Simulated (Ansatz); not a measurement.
Crystal: HfO2.

```
CELL_PARAMETERS angstrom
5.08032 0.00000 0.00000
0.00000 5.16487 0.00000
0.00000 0.00000 4.89088
ATOMIC_POSITIONS crystal
Hf 0.22259 0.78180 0.27207
Hf 0.72259 0.71820 0.72793
Hf 0.77741 0.21820 0.27207
Hf 0.27741 0.28180 0.72793
O 0.18682 0.16365 0.10453
O 0.68682 0.33635 0.89547
O 0.81318 0.83635 0.10453
O 0.31318 0.66365 0.89547
O 0.00000 0.50000 0.48905
O 0.50000 0.00000 0.51095
O 0.00000 0.00000 0.57562
O 0.50000 0.50000 0.42438
```

The cell comes from a database or a generator and needn't be the stable form of this composition.

Base run:

- Program: Ansatz 0.2.0
- Functional: PBE
- Potentials or basis: Ansatz PAW
- Cutoff: 350 eV
- Density cutoff: 1400 eV
- k mesh: 5 × 5 × 6
- Occupations: fermi-dirac, width 0.05 eV
- Spin: no spin polarisation

Its results: band gap on the k mesh 3.85 eV, direct; pressure 9.6 GPa; largest force 0.173 eV/Å.

Question: The run is repeated on the same cell with these changes: functional from PBE to PBEsol; cutoff from 350 eV to 420 eV (not typed: the program's choice for these potentials); hubbard terms from none to Hf d U = 1 eV; hubbard projectors from none to ortho-atomic (the default). What comes out?

Answer: Band gap on the k mesh 3.94 eV, direct; pressure 3.0 GPa; largest force 0.180 eV/Å.

Several settings changed at once, so the effect can't be laid on one alone.

Caveats: spin-orbit coupling is left out, which moves the levels of the heavy elements; odd divisions of the mesh miss points on the zone boundary, where band edges often lie, so the gap on the mesh can be too wide (some runs); the pressure holds a Pulay correction of +7.8 GPa for the finite cutoff (some runs); the cutoff lies under the one recommended for these potentials (some runs); the PAW data sets come from PBE, with cores solved anew for the run's functional, which leaves a small shift of forces and pressure (some runs).
